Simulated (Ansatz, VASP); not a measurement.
Two plane-wave programs on Zn

```
CELL_PARAMETERS angstrom
2.58946 0.00000 0.00000
-1.29473 2.24254 0.00000
0.00000 0.00000 4.91405
ATOMIC_POSITIONS crystal
Zn 0.33333 0.66667 0.25000
Zn 0.66667 0.33333 0.75000
```

Alike in both runs: functional PBEsol; k mesh 18 × 18 × 10; occupations gaussian, width 0.1 eV; no spin polarisation.

Ansatz relaxed the structure, and its values are those at the end. VASP's run is a single point on that final structure, the one shown.

```csv
,VASP,Ansatz
version,VASP 6.6.1,Ansatz 0.2.0
potentials or method,"VASP PAW PBE potentials, release 64 (Zn)","scalar-relativistic, plane waves, PAW"
plane-wave cutoff (eV),520,420
valence electrons in the cell,24,24
```

```csv
,VASP,Ansatz,Ansatz less VASP
gap on the k mesh at the Fermi level (eV),none,none,-
pressure (GPa),0.5,0.0,-0.50
```

A gap of «none» marks a metal or a gap that the smearing closes. The functional is the same, so the differences come from potentials, cutoffs and numerics. Ansatz warned: «pseudo_functional_mismatch».

Caveats: the PAW data sets were made with another functional, which shifts forces and pressure a little (VASP).
